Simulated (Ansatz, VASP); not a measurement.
## WS: VASP beside Ansatz

```
CELL_PARAMETERS angstrom
3.00789 0.00000 0.00000
0.00000 3.00789 0.00000
0.00000 0.00000 3.00789
ATOMIC_POSITIONS crystal
W 0.50000 0.50000 0.50000
S 0.00000 0.00000 0.00000
```

The cell was built by a generator and needn't be a form met in nature.

Alike in both runs: task relaxation of cell and atoms; functional revPBE; dispersion D3(BJ); k mesh 9 × 9 × 9; occupations fermi-dirac, width 0.05 eV; no spin polarisation.

|  | VASP | Ansatz |
| --- | --- | --- |
| version | VASP 6.6.1 | Ansatz 0.2.0 |
| potentials or method | VASP PAW PBE potentials, release 64 (W_sv, S) | Ansatz PAW |
| plane-wave cutoff (eV) | 600 | 420 |
| valence electrons in the cell | 20 | 20 |

```tsv
	VASP	Ansatz	Ansatz less VASP
gap on the k mesh at the Fermi level, each at its own relaxed structure (eV)	none	none	-
relaxed volume (Å³/atom)	12.98	12.96	-0.021
relaxed cell length with the largest relative difference (Å)	2.961	2.959	-0.0016
energy change over the relaxation (meV/atom)	-24	-25	-1.3
```

A gap of «none» marks a metal or a gap that the smearing closes.

Caveats: pairwise dispersion overbinds metals, which lowers pressure and volume; the PAW data sets were made with another functional, which shifts forces and pressure a little (VASP); the plane-wave basis is chosen anew once the cell has moved, so the energies of steps on either side of that aren't comparable (Ansatz); the PAW data sets come from PBE, with cores solved anew for the run's functional, which leaves a small shift of forces and pressure (Ansatz). Spin-orbit coupling is left out, which matters for the levels of W.
